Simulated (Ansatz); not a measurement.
**Energy ranking of Cd2S3 structures**

These are results of DFT PBE, scalar-relativistic, plane waves, PAW in Ansatz 0.2.0, not measurements. All cells share a 420 eV cutoff and Γ-centred k meshes spaced at most 0.3 Å⁻¹ (0.19 for metals, 2π included).

Temperature and zero-point effects are left out. The comparison covers the computed candidates alone. The k mesh leaves about 4 meV/atom of noise in metals. Weakly bound directions are ill-defined at this level, which has no dispersion term (Cd2S3 P-3m1). No run is spin-polarised.

```
#                      started from      space group  atoms  V (Å³/atom)  ΔE (meV/atom)  gap on mesh (eV)
1                  tetradymite type   R-3m (No. 166)      5         20.7              0              0.00
2  A-type sesquioxide type, changed  P-3m1 (No. 164)      5         21.3             27              0.00
```

The lowest structure: Space group R-3m (No. 166), trigonal, a = 3.894 Å, c = 23.612 Å. Cd is coordinated by 6 S at 2.63–2.78 Å; S on Wyckoff site a (1 atom of the primitive cell) is coordinated by 6 Cd at 2.78 Å; S on Wyckoff site c (2 atoms of the primitive cell) is coordinated by 3 Cd at 2.63 Å and 3 S at 2.93 Å. Its energy against the elements is -0.09 eV/atom. Formation energies are uncorrected and refer to the lowest elemental structures computed at the same level.

```xyz
5
Lattice="1.9472 1.1242 7.8707 -1.9472 1.1242 7.8707 0.0000 -2.2485 7.8707" Properties=species:S:1:pos:R:3 pbc="T T T"
Cd    0.0000    0.0000    9.5009
Cd    0.0000    0.0000   14.1113
S     0.0000    0.0000    0.0000
S     0.0000    0.0000    4.8745
S     0.0000    0.0000   18.7377
```

The second: Space group P-3m1 (No. 164), trigonal, a = 3.858 Å, c = 8.276 Å. Around Cd lie 3 S at 2.61 Å and 3 S at 2.78 Å; around S on Wyckoff site a (1 atom of the primitive cell) lie 6 Cd at 2.78 Å; S on Wyckoff site d (2 atoms of the primitive cell) is coordinated by 3 Cd at 2.61 Å.